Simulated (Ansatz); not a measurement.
# ZnCu2SnS4 in Ansatz: the effect of functional

Crystal: ZnCu2SnS4.

```xyz
8
Lattice="-2.7171 2.7171 5.4248 2.7171 -2.7171 5.4248 2.7171 2.7171 -5.4248" Properties=species:S:1:pos:R:3 pbc="T T T"
Sn    0.0000    0.0000    5.4248
Zn    2.7171    0.0000    2.7124
Cu    0.0000    2.7171    2.7124
Cu    0.0000    0.0000    0.0000
S     1.3944    1.3922    4.0338
S    -1.3922    1.3944    6.8158
S     1.3227    1.3249   -1.3910
S     4.1093    1.3227    1.3910
```

Alike in all runs:

| Property | Result |
| --- | --- |
| Program | Ansatz 0.2.0 |
| Task | band structure |
| Potentials or basis | all-electron LAPW, scalar-relativistic |
| Basis error allowed | 0.002 eV/atom |
| k mesh | 7 × 7 × 7 |
| Occupations | fermi-dirac, width 0.05 eV |
| Spin | no spin polarisation |

```csv
functional,cutoff,gap on the mesh (eV),pressure (GPa),largest force (eV/Å)
PBEsol,260 eV (chosen from the basis error),0.23,-1.7,0.66
LDA,261 eV (chosen from the basis error),?,?,?
PBE,260 eV (chosen from the basis error),0.29,2.1,0.61
```

Task: What does the run with functional LDA give?

Result: gap on the mesh 0.19 eV; pressure -4.1 GPa; largest force 0.68 eV/Å.

Caveats: spin-orbit coupling is left out, which moves the levels of the heavy elements.

